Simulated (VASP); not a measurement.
# ZnS (Wurtzite-2H) (P6_3mc) in VASP: notebook

ZnS (Wurtzite-2H) is run at these levels: BLYP, revPBE, PBEsol; tasks: single point.

Everything below comes from runs of VASP 6.6.1. Logs are shortened: lines on timing, memory, paths and dates and some standing lists are left out, and cuts for length are marked.

**The experiment to reproduce.**

From a printed reference work, monograph, for a bulk crystal of ZnS at 4 K: band gap 3.911 eV (direct).

The results are compared with them further down.

### Step 1. The cell of the first run

The structure is hexagonal, space group P6_3mc (No. 186). The conventional cell has a = 3.811 Å, b = 3.811 Å, c = 6.234 Å, α = 90.00°, β = 90.00°, γ = 120.00°. Within 3.1 Å of Zn (site symmetry 3m) lie 4 S at 2.31 to 2.40 Å. S (site symmetry 3m) has 4 Zn at 2.31 to 2.40 Å within 3.1 Å.

### Step 2. Single point, BLYP

INCAR

```
PREC = Accurate
ENCUT = 520
EDIFF = 1E-6
ISMEAR = 0
SIGMA = 0.01
LREAL = False
LASPH = True
NELM = 60
ALGO = Normal
ISIF = 2
LWAVE = False
LCHARG = True
GGA = B5
ALDAX = 1.0
AGGAX = 1.0
AGGAC = 1.0
ALDAC = 0.0
LELF = True
LVHAR = True
NBANDS = 26
```

KPOINTS

```
regular mesh
0
Gamma
  6 6 4
```

POSCAR

```
ZnS
1.0
    3.8110000000      0.0000000000      0.0000000000
   -1.9055000000      3.3004228138      0.0000000000
    0.0000000000      0.0000000000      6.2340000000
Zn S
2 2
Direct
    0.3333333333      0.6666666667      0.0000000000
    0.6666666667      0.3333333333      0.5000000000
    0.3333333333      0.6666666667      0.3850000000
    0.6666666667      0.3333333333      0.8850000000
```

Potentials or basis: VASP PAW PBE potentials, release 64 (Zn, S).

Run with:

```
$ cat potpaw_PBE.64/Zn/POTCAR potpaw_PBE.64/S/POTCAR > POTCAR
$ mpirun -np 1 vasp_std > vasp.out
```

OUTCAR:

```text
PREC = Accurate
   ENCUT = 520
   EDIFF = 1E-6
   ISMEAR = 0
   LREAL = False
   LASPH = True
   NELM = 60
   ISIF = 2
   GGA = B5

 ion  position               nearest neighbor table
   1  0.333  0.667  0.000-   4 2.31   4 2.31   4 2.31   3 2.40
   2  0.667  0.333  0.500-   3 2.31   3 2.31   3 2.31   4 2.40
   3  0.333  0.667  0.385-   2 2.31   2 2.31   2 2.31   1 2.40
   4  0.667  0.333  0.885-   1 2.31   1 2.31   1 2.31   2 2.40

  LATTYP: Found a hexagonal cell.
 ALAT       =     3.8110000000
 C/A-ratio  =     1.6357911309

  Lattice vectors:

 A1 = (   3.8110000000,   0.0000000000,   0.0000000000)
 A2 = (  -1.9055000000,   3.3004228138,   0.0000000000)
 A3 = (   0.0000000000,   0.0000000000,   6.2340000000)

Analysis of symmetry for initial positions (statically):
=====================================================================
 Subroutine PRICEL returns:
 Original cell was already a primitive cell.

 Routine SETGRP: Setting up the symmetry group for a
 hexagonal supercell.

 Subroutine GETGRP returns: Found 12 space group operations
 (whereof  6 operations were pure point group operations)
 out of a pool of 24 trial point group operations.

The static configuration has the point symmetry C_3v.
 The point group associated with its full space group is C_6v.

Analysis of symmetry for dynamics (positions and initial velocities):
=====================================================================
 Subroutine PRICEL returns:
 Original cell was already a primitive cell.

 Routine SETGRP: Setting up the symmetry group for a
 hexagonal supercell.

 Subroutine GETGRP returns: Found 12 space group operations
 (whereof  6 operations were pure point group operations)
 out of a pool of 24 trial point group operations.

The dynamic configuration has the point symmetry C_3v.
 The point group associated with its full space group is C_6v.

 Subroutine INISYM returns: Found 12 space group operations
 (whereof  6 operations are pure point group operations),
 and found     1 'primitive' translations

----------------------------------------------------------------------------------------

                                     Primitive cell

  volume of cell :      78.4107

  direct lattice vectors                    reciprocal lattice vectors
     3.811000000  0.000000000  0.000000000     0.262398321  0.151495741  0.000000000
    -1.905500000  3.300422814  0.000000000     0.000000000  0.302991482  0.000000000
     0.000000000  0.000000000  6.234000000     0.000000000  0.000000000  0.160410651

  length of vectors
     3.811000000  3.811000000  6.234000000     0.302991482  0.302991482  0.160410651

  position of ions in fractional coordinates (direct lattice)
     0.333333333  0.666666667  0.000000000
     0.666666667  0.333333333  0.500000000
     0.333333333  0.666666667  0.385000000
     0.666666667  0.333333333  0.885000000

  ion indices of the primitive-cell ions
   primitive index   ion index
                 1           1
                 2           2
                 3           3
                 4           4

----------------------------------------------------------------------------------------

 KPOINTS: regular mesh

Automatic generation of k-mesh.
 Grid dimensions read from file:
 generate k-points for:    6    6    4

 Generating k-lattice:

  Cartesian coordinates                     Fractional coordinates (reciprocal lattice)
     0.043733053  0.025249290  0.000000000     0.166666667  0.000000000  0.000000000
     0.000000000  0.050498580  0.000000000     0.000000000  0.166666667  0.000000000
     0.000000000  0.000000000  0.040102663     0.000000000  0.000000000  0.250000000

  Length of vectors
     0.050498580  0.050498580  0.040102663

  Shift w.r.t. Gamma in fractional coordinates (k-lattice)
     0.000000000  0.000000000  0.000000000

 Subroutine IBZKPT returns following result:
 ===========================================

 Found     21 irreducible k-points:

 Following reciprocal coordinates:
            Coordinates               Weight
  0.000000  0.000000  0.000000      1.000000
  0.166667 -0.000000  0.000000      6.000000
  0.333333  0.000000  0.000000      6.000000
  0.500000  0.000000  0.000000      3.000000
  0.166667  0.166667  0.000000      6.000000
  0.333333  0.166667  0.000000     12.000000
[... 13 lines left out ...]
  0.333333  0.166667  0.500000     12.000000
  0.333333  0.333333  0.500000      2.000000
   k-points           NKPTS =     21   k-points in BZ     NKDIM =     21   number of bands    NBANDS=     26
   number of dos      NEDOS =    301   number of ions     NIONS =      4
   total plane-waves  NPLWV =  37632
   dimension x,y,z NGX =    28 NGY =   28 NGZ =   48
   dimension x,y,z NGXF=    56 NGYF=   56 NGZF=   96
   ions per type =               2   2
   NGX,Y,Z   is equivalent  to a cutoff of  12.21, 12.21, 12.80 a.u.
   NGXF,Y,Z  is equivalent  to a cutoff of  24.43, 24.43, 25.60 a.u.
 SYSTEM =  unknown system
   PREC   = accura    normal or accurate (medium, high low for compatibility)
   ISTART =      0    job   : 0-new  1-cont  2-samecut
   ICHARG =      2    charge: 1-file 2-atom 10-const
   ISPIN  =      1    spin polarized calculation?
   LNONCOLLINEAR =      F non collinear calculations
   LSORBIT =      F    spin-orbit coupling
   LASPH  =      T    aspherical Exc in radial PAW
   ENCUT  =  520.0 eV  38.22 Ry    6.18 a.u.   7.09  7.09 11.59*2*pi/ulx,y,z
   NELM   =     60;   NELMIN=  2; NELMDL= -5     # of ELM steps
   EDIFF  = 0.1E-05   stopping-criterion for ELM
   LREAL  =      F    real-space projection
   EDIFFG = 0.1E-04   stopping-criterion for IOM
   NSW    =      0    number of steps for IOM
   IBRION =     -1    ionic relax: 0-MD 1-quasi-New 2-CG
   NFREE  =      0    steps in history (QN), initial steepest desc. (CG)
   ISIF   =      2    stress and relaxation
   ISYM   =      2    0-nonsym 1-usesym 2-fastsym
   POTIM  = 0.5000    time-step for ionic-motion
   TEBEG  =    0.0;   TEEND  =   0.0 temperature during run
   PSTRESS=    0.0 pullay stress
   NELECT =      36.0000    total number of electrons
   NUPDOWN=      -1.0000    fix difference up-down
   EMIN   =  10.00;   EMAX   =-10.00  energy-range for DOS
   EFERMI =   0.00;   METHOD = LEGACY
   ISMEAR =     0;   SIGMA  =   0.01  broadening in eV -4-tet -1-fermi 0-gaus
   EFERMI_NEDOS =   21; number of points for ismear=-14 and -15
   IALGO  =     38    algorithm
   IMIX   =      4    mixing-type and parameters
     AMIX     =   0.40;   BMIX     =  1.00
     AMIX_MAG =   1.60;   BMIX_MAG =  1.00
  volume/ion in A,a.u.               =      19.60       132.29
  Fermi-wavevector in a.u.,A,eV,Ry     =   1.262943  2.386617 21.701647  1.595026
  Thomas-Fermi vector in A             =   2.396326
   LORBIT       =      0    0 simple, 1 ext, 2 COOP (PROOUT), +10 PAW based schemes
   GGA     = B5    functional components
   LHFCALC =     F    Hartree Fock is set to
   AEXX    =    0.0000 exact exchange contribution
   IVDW    =     0    specifies the selected vdW correction
   LEPSILON=     F    determine dielectric tensor
   LRPA    =     F    only Hartree local field effects (RPA)
 non-spin polarized calculation
 Gauss-broadening in eV      SIGMA  =   0.01
  energy-cutoff  :      520.00
  volume of cell :       78.41
 maximum number of plane-waves:      2133
   NGX = 15   NGY = 15   NGZ = 23

 number of electron      35.9999977 magnetization

 Free energy of the ion-electron system (eV)
  ---------------------------------------------------
  ext. energy  EPLUGINS =         0.00000000
  ---------------------------------------------------
  free energy    TOTEN  =       -11.49558030 eV

  energy without entropy =      -11.49558030  energy(sigma->0) =      -11.49558030

 E-fermi :   2.6182     XC(G=0):  -9.1369

 val. band max:        2.5376600154   @ k =   0.0000   0.0000   0.0000
 cond. band min:       4.7961919428   @ k =   0.0000   0.0000   0.0000
 fundamental gap:      2.2585319274
 Fermi energy:         2.6181505562

 k-point     1 :       0.0000    0.0000    0.0000
  band No.  band energies     occupation
      1     -10.6194      2.00000
      2      -9.7139      2.00000
      3      -3.9269      2.00000
      4      -3.9269      2.00000
      5      -3.8625      2.00000
      6      -3.8625      2.00000
[... 18 lines left out ...]
     25      10.2190      0.00000
     26      11.9310      0.00000

 k-point     2 :       0.1667   -0.0000    0.0000
  band No.  band energies     occupation
      1     -10.4366      2.00000
      2      -9.6114      2.00000
      3      -3.9334      2.00000
      4      -3.8854      2.00000
      5      -3.8483      2.00000
      6      -3.8107      2.00000
[... 18 lines left out ...]
     25      10.9672      0.00000
     26      11.0436      0.00000

 k-point     3 :       0.3333    0.0000    0.0000
  band No.  band energies     occupation
      1      -9.9991      2.00000
      2      -9.4260      2.00000
      3      -3.9023      2.00000
      4      -3.8153      2.00000
      5      -3.7890      2.00000
      6      -3.6913      2.00000
[... 18 lines left out ...]
     25      11.3289      0.00000
     26      12.2352      0.00000

 k-point     4 :       0.5000    0.0000    0.0000
  band No.  band energies     occupation
      1      -9.6988      2.00000
      2      -9.3830      2.00000
      3      -3.8781      2.00000
      4      -3.7901      2.00000
      5      -3.6589      2.00000
      6      -3.6316      2.00000
[... 18 lines left out ...]
     25      11.7539      0.00000
     26      14.0048      0.00000
[... 409 lines left out ...]
      1      -9.8068      2.00000
      2      -9.8068      2.00000
      3      -3.8697      2.00000
      4      -3.8697      2.00000
      5      -3.7945      2.00000
      6      -3.7945      2.00000
[... 18 lines left out ...]
     25      11.0902      0.00000
     26      11.0902      0.00000

 k-point    20 :       0.3333    0.1667    0.5000
  band No.  band energies     occupation
      1      -9.5360      2.00000
      2      -9.5360      2.00000
      3      -3.8151      2.00000
      4      -3.8151      2.00000
      5      -3.7136      2.00000
      6      -3.7136      2.00000
[... 18 lines left out ...]
     25      11.7081      0.00000
     26      11.7081      0.00000

 k-point    21 :       0.3333    0.3333    0.5000
  band No.  band energies     occupation
      1      -9.4433      2.00000
      2      -9.4433      2.00000
      3      -3.7331      2.00000
      4      -3.7331      2.00000
      5      -3.7295      2.00000
      6      -3.7295      2.00000
[... 18 lines left out ...]
     25      12.4362      0.00000
     26      12.4362      0.00000

------------------------ aborting loop because EDIFF is reached ----------------------------------------

  FORCE on cell =-STRESS in cart. coord.  units (eV):
  Direction    XX          YY          ZZ          XY          YZ          ZX
  --------------------------------------------------------------------------------------
  -------------------------------------------------------------------------------------
  Total        3.4524523      3.4524523      2.4413690      0.0000000      0.0000000      0.0000000
  in kB       70.5444649     70.5444649     49.8848522      0.0000000      0.0000000      0.0000000
  external PRESSURE =      63.6579273 kB  Pullay stress =       0.0000000 kB

 VOLUME and BASIS-vectors are now :
 -----------------------------------------------------------------------------
  energy-cutoff  :      520.00
  volume of cell :       78.41
      direct lattice vectors                 reciprocal lattice vectors
     3.811000000  0.000000000  0.000000000     0.262398321  0.151495741  0.000000000
    -1.905500000  3.300422814  0.000000000     0.000000000  0.302991482  0.000000000
     0.000000000  0.000000000  6.234000000     0.000000000  0.000000000  0.160410651

 POSITION                                       TOTAL-FORCE (eV/Angst)
 -----------------------------------------------------------------------------------
     -0.00000      2.20028      0.00000         0.000000     -0.000000      0.344008
      1.90550      1.10014      3.11700        -0.000000      0.000000      0.344008
     -0.00000      2.20028      2.40009        -0.000000      0.000000     -0.344008
      1.90550      1.10014      5.51709        -0.000000      0.000000     -0.344008
 -----------------------------------------------------------------------------------
    total drift:                               -0.000000     -0.000001      0.000227

  FREE ENERGIE OF THE ION-ELECTRON SYSTEM (eV)
  ---------------------------------------------------
  free  energy   TOTEN  =       -11.4955803020 eV

  energy  without entropy=      -11.4955803020  energy(sigma->0) =      -11.49558030
```

Run time: 76 s. Hardware: 1 thread of AMD EPYC 7R13, shared host; peak memory 0.17 GiB.

Results:

- Free energy: -11.4956 eV
- Pressure: 6.4 GPa
- Largest force: 0.344 eV/Å
- Band gap on the k mesh: 2.26 eV, direct

Forces in eV/Å, atoms in the order of the input:
```
Zn   0.000  0.000  0.344
Zn   0.000  0.000  0.344
S    0.000  0.000 -0.344
S    0.000  0.000 -0.344
```

Stress tensor (GPa, compression positive):
```
7.05 0.00 0.00
0.00 7.05 0.00
0.00 0.00 4.99
```

Caveat: the PAW data sets were made with another functional, which shifts forces and pressure a little.

### Step 3. Single point, revPBE

INCAR

```
SYSTEM = ZnS
PREC = Accurate
ENCUT = 520
EDIFF = 1E-7
ISMEAR = 0
SIGMA = 0.01
LREAL = .FALSE.
LASPH = .TRUE.
NELM = 60
ALGO = Normal
ISIF = 2
LWAVE = .FALSE.
LCHARG = .FALSE.
GGA = RE
NBANDS = 26
```

KPOINTS

```
Automatic mesh
0
G
  6 6 4
  0 0 0
```

POSCAR is that of step 2.

Potentials or basis: VASP PAW PBE potentials, release 64 (Zn, S).

Run with:

```
$ cat potpaw_PBE.64/Zn/POTCAR potpaw_PBE.64/S/POTCAR > POTCAR
$ mpirun -np 1 vasp_std > vasp.out
```

It took 64 s on 1 thread of AMD EPYC 7R13, shared host; peak memory 0.17 GiB.

Results (log left out):

```yaml
Free_energy: -12.4768 eV
Pressure: 4.4 GPa
Largest_force: 0.328 eV/Å
Band_gap_on_the_k_mesh: 2.38 eV, direct
```

Forces in eV/Å, atoms in the order of the input:
```
Zn   0.000  0.000  0.328
Zn   0.000  0.000  0.328
S    0.000  0.000 -0.328
S    0.000  0.000 -0.328
```

Stress tensor (GPa, compression positive):
```
5.13 0.00 0.00
0.00 5.13 0.00
0.00 0.00 2.91
```

Levels at points of the mesh, in eV from the valence-band top:
| k point | band 16 | band 17 | band 18 | band 19 | band 20 | band 21 |
| --- | --- | --- | --- | --- | --- | --- |
| (0.00, 0.00, 0.00) | -0.01 | -0.01 | 0.00 | 2.38 | 3.08 | 6.34 |
| (0.50, 0.00, 0.00) | -2.24 | -1.54 | -0.98 | 3.71 | 4.35 | 5.27 |
| (0.00, 0.00, 0.50) | -0.45 | -0.45 | -0.45 | 3.61 | 3.61 | 6.77 |
| (0.50, 0.00, 0.50) | -1.65 | -1.52 | -1.52 | 3.72 | 3.72 | 5.21 |

Caveat: the PAW data sets were made with another functional, which shifts forces and pressure a little.

### Step 4. Single point, PBEsol

INCAR

```
ALGO = Normal ; EDIFF = 1E-6
ENCUT = 520 ; GGA = PS
ISIF = 2 ; ISMEAR = 0
LASPH = True ; LCHARG = False
LREAL = False ; LWAVE = False
NBANDS = 26 ; NELM = 100
PREC = Accurate ; SIGMA = 0.01
```

KPOINTS

```
k-points
0
Gamma
  6 6 4
```

POSCAR is that of step 3.

Run with:

```
$ cat potpaw_PBE.64/Zn/POTCAR potpaw_PBE.64/S/POTCAR > POTCAR
$ mpirun -np 1 vasp_std > vasp.out
```

Run time: 58 s. Hardware: 1 thread of AMD EPYC 7R13, shared host; peak memory 0.17 GiB.

Results (log left out):

| Property | Result |
| --- | --- |
| Free energy | -15.1382 eV |
| Pressure | -1.1 GPa |
| Largest force | 0.310 eV/Å |
| Band gap on the k mesh | 2.12 eV, direct |

Forces on the atoms (eV/Å):
```
Zn   0.000  0.000  0.310
Zn   0.000  0.000  0.310
S    0.000  0.000 -0.310
S    0.000  0.000 -0.310
```

Stress tensor (GPa, compression positive):
```
-0.46  0.00  0.00
 0.00 -0.46  0.00
 0.00  0.00 -2.35
```

Levels at points of the mesh, in eV from the valence-band top:
```
           k point  band 16  band 17  band 18  band 19  band 20  band 21
(0.00, 0.00, 0.00)    -0.01    -0.01     0.00     2.12     2.88     6.21
(0.50, 0.00, 0.00)    -2.28    -1.60    -0.99     3.49     4.17     5.05
(0.00, 0.00, 0.50)    -0.46    -0.46    -0.46     3.40     3.40     6.64
(0.50, 0.00, 0.50)    -1.68    -1.55    -1.55     3.48     3.48     5.03
```

Caveat: the PAW data sets were made with another functional, which shifts forces and pressure a little.

### Step 5. Summary

| level | gap on the mesh (eV) | pressure (GPa) | largest force (eV/Å) |
| --- | --- | --- | --- |
| BLYP | 2.26 | 6.4 | 0.34 |
| revPBE | 2.38 | 4.4 | 0.33 |
| PBEsol | 2.12 | -1.1 | 0.31 |

Alike in all rows: task single point; potentials or basis VASP PAW PBE potentials, release 64 (Zn, S); no spin polarisation; cell as given; k mesh 6 × 6 × 4; cutoff (eV) 520; smearing gaussian 0.01 eV.

On the cell as given the gap runs from 2.12 eV (PBEsol) to 2.38 eV (revPBE). The pressure there spans -1.1 GPa (PBEsol) to 6.4 GPa (BLYP); a positive pressure means that this level wants a larger cell, a negative one a smaller.

Caveats: the PAW data sets were made with another functional, which shifts forces and pressure a little.

Total energies depend on the potentials used, so only differences within one code and one set of settings carry meaning.

### Step 6. How close it comes

Step 4. Measured gap of ZnS: 3.911 eV (direct; 4 K; a printed reference work, monograph). This calculation gives 2.12 eV (-1.80 eV). The value is that of PBEsol, without temperature or zero-point motion. Semilocal functionals fall short of measured gaps as a rule.
